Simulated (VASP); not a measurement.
Wanted: the native input for a VASP 6.6.1 run.

```
Task                   : relaxation of cell and atoms
Functional             : LDA
Potentials or basis    : VASP PAW LDA potentials, release 64 (Sn_d)
Cutoff                 : 600 eV
k mesh                 : 12 × 12 × 12
Occupations            : gaussian, width 0.03 eV
Spin                   : no spin polarisation
Target pressure        : 10.9 GPa
Further INCAR settings : ALGO = Normal; EDIFF = 1e-07; IBRION = 2; EDIFFG = -0.005; NSW = 90; ISIF = 3
Target pressure        : 10.9 GPa
```

The structure of Sn lies in POSCAR:

```
Sn                                      
1.0
   -2.7768086349      2.7768086349      1.4890584677
    2.7768086349     -2.7768086349      1.4890584677
    2.7768086349      2.7768086349     -1.4890584677
  Sn            
     2
Direct
     0.0000000000000000    0.0000000000000000    0.0000000000000000
     0.7500000000000000    0.2500000000000000    0.5000000000000000
```

These files were run (other wordings do the same):

INCAR

```
  PREC = Accurate
  ENCUT = 600
  EDIFF = 1E-7
  ISMEAR = 0
  SIGMA = 0.03
  LREAL = False
  LASPH = True
  NELM = 80
  ALGO = Normal
  ISIF = 3
  LWAVE = False
  LCHARG = False
  GGA = CA
  IBRION = 2
  NSW = 90
  EDIFFG = -0.005
  PSTRESS = 109.0
```

KPOINTS

```
Automatic mesh
0
Gamma
  12 12 12
```

Potentials or basis: VASP PAW LDA potentials, release 64 (Sn_d).

Launch:

```console
$ cat potpaw_LDA.64/Sn_d/POTCAR > POTCAR
$ mpirun -np 1 vasp_std > vasp.out
```

It gave:

```json
{
 "Relaxed volume": "22.96 Å³/atom",
 "Relaxed cell": "a = 4.200 Å, b = 4.200 Å, c = 4.200 Å, α = 97.22°, β = 97.22°, γ = 138.47°",
 "Space group after relaxing (to 0.05 Å)": "I4_1/amd (No. 141)",
 "Energy change on relaxing (the enthalpy is what falls)": "+0.3 meV/atom",
 "Ionic steps": "3",
 "Pressure after relaxing": "10.9 GPa",
 "Band gap on the k mesh": "none (metal or under the smearing width)"
}
```

Caveat: the cell is relaxed towards a set pressure, so the enthalpy falls and the energy may rise.

It took 3.6 min on 1 thread of Intel(R) Xeon(R) Platinum 8488C (Sapphire Rapids), on a shared host, peak memory 0.28 GiB.
